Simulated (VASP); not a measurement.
The system is Na2S.

```
CELL_PARAMETERS angstrom
0.00000 3.25067 3.25067
3.25067 0.00000 3.25067
3.25067 3.25067 0.00000
ATOMIC_POSITIONS crystal
Na 0.25000 0.25000 0.25000
Na 0.75000 0.75000 0.75000
S 0.00000 0.00000 0.00000
```

Base run:

```yaml
Program: VASP 6.6.1
Functional: PBEsol
Potentials_or_basis: VASP PAW PBE potentials, release 64 (Na_pv, S)
Cutoff: 520 eV
k_mesh: 5 × 5 × 5
Occupations: gaussian, width 0.01 eV
Spin: no spin polarisation
```

Its results: band gap on the k mesh 2.42 eV, direct; pressure 0.1 GPa.

Q: The run is repeated on the same cell with these changes: functional from PBEsol to r2SCAN; k mesh from 5 × 5 × 5 to 6 × 6 × 6. What comes out?

A: Band gap on the k mesh 3.13 eV, direct; pressure 0.1 GPa.

Several settings changed at once, so the effect can't be laid on one alone.

Caveats: the PAW data sets were made with another functional, which shifts forces and pressure a little.

